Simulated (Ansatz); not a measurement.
Base system: InN in the zinc blende structure (space group F-43m, No. 216; a = 4.999 Å). Axes: x, y, z lie along the cube axes.

Computed with DFT with r2SCAN, PAW potentials and a 500 eV plane-wave cutoff in Ansatz (an electronic-structure program), no spin-orbit coupling.

Base values:

The band gap is zero and the shortest interatomic distance is 2.165 Å. The pressure is 0.0 GPa.

Perturbation: tensor shear ε_xy = −0.77 % (engineering shear γ = -0.0154), atoms relaxed at fixed cell.

Question: What happens to the energy relative to the base, band gap, shortest interatomic distance and pressure?

Answer: The energy goes up by 1.0 meV/atom; the band gap stays zero; the shortest interatomic distance falls by 0.0025 Å, from 2.165 Å to 2.162 Å; the pressure (mean of the normal stresses, compression positive) remains 0.0 GPa.

The cells carry an imposed strain or load. Stability against distortions was not tested. All final runs are without spin polarisation. Gaps under 0.05 eV, about the width of the smearing, are given as zero. This is not the structure that InN has at room temperature and ambient pressure. The zero or small gap of InN can change with the level of theory.
